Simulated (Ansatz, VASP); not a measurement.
## HfO2 in VASP and in Ansatz

POSCAR

```
HfO2
1.0
    0.6234024946      2.9041433286      2.9041433286
    2.9041433286      0.6234024946      2.9041433286
    2.9041433286      2.9041433286      0.6234024946
Hf O
1 2
Direct
    0.0000000000      0.0000000000      0.0000000000
    0.2500000000      0.2500000000      0.2500000000
    0.7500000000      0.7500000000      0.7500000000
```

Contents of INCAR.step1:

```
PREC = Accurate
ENCUT = 520
ISMEAR = 0
SIGMA = 0.05
LREAL = F
LASPH = T
NELM = 60
NBANDS = 18
GGA = PE
ALGO = Normal
EDIFF = 1E-4
LWAVE = T
LCHARG = F
```

File INCAR.step2:

```
PREC = Accurate
ENCUT = 520
EDIFF = 1E-7
ISMEAR = 0
SIGMA = 0.05
LREAL = F
LASPH = T
NELM = 60
ALGO = Normal
ISIF = 2
LWAVE = F
LCHARG = T
METAGGA = R2SCAN
LMIXTAU = T
LELF = T
LVHAR = T
NBANDS = 18
ISTART = 1
```

The input KPOINTS:

```
Automatic mesh
0
Gamma
  8 8 8
```

Input for Ansatz:

```yaml
crystal:
  lattice:
    - [0.6234024946, 2.9041433286, 2.9041433286]
    - [2.9041433286, 0.6234024946, 2.9041433286]
    - [2.9041433286, 2.9041433286, 0.6234024946]
  atoms:
    - { symbol: Hf, position: [0.0, 0.0, 0.0] }
    - { symbol: O, position: [0.25, 0.25, 0.25] }
    - { symbol: O, position: [0.75, 0.75, 0.75] }
basis:
  ecutwfc: 500
kpoints:
  mp_grid: { grid: [8, 8, 8] }
hamiltonian:
  xc: r2scan
scf:
  occupations: { method: gaussian, width: 0.05 }
output:
  forces: true
  stress: true
  eigenvalues: true
```

Alike in both runs: task single point; functional r2SCAN; k mesh 8 × 8 × 8; occupations gaussian, width 0.05 eV; no spin polarisation.

```csv
,VASP,Ansatz
version,VASP 6.6.1,Ansatz 0.2.0
potentials or method,"VASP PAW PBE potentials, release 64 (Hf_pv, O)","scalar-relativistic, plane waves, PAW"
plane-wave cutoff (eV),520,500
valence electrons in the cell,22,38
```

```tsv
	VASP	Ansatz	Ansatz less VASP
gap on the k mesh at the Fermi level (eV)	4.24	4.23	-0.010
least direct gap on the mesh (eV)	4.58	4.55	-0.036
pressure (GPa)	10.3	13.9	+3.63
largest component of the traceless stress (GPa)	4.80	5.35	+0.546
rms of the force components (eV/Å)	0.112	0.016	-0.0966
```

Atom by atom the forces differ by 0.097 eV/Å (rms over components). The two sets of potentials don't hold the same shells in valence.

Caveats: the PAW data sets were made with another functional, which shifts forces and pressure a little (VASP); spin-orbit coupling is left out, which moves the levels of the heavy elements. r2SCAN opens gaps a little over a GGA but as a rule still falls short of measured ones. A k mesh can miss the band edges.
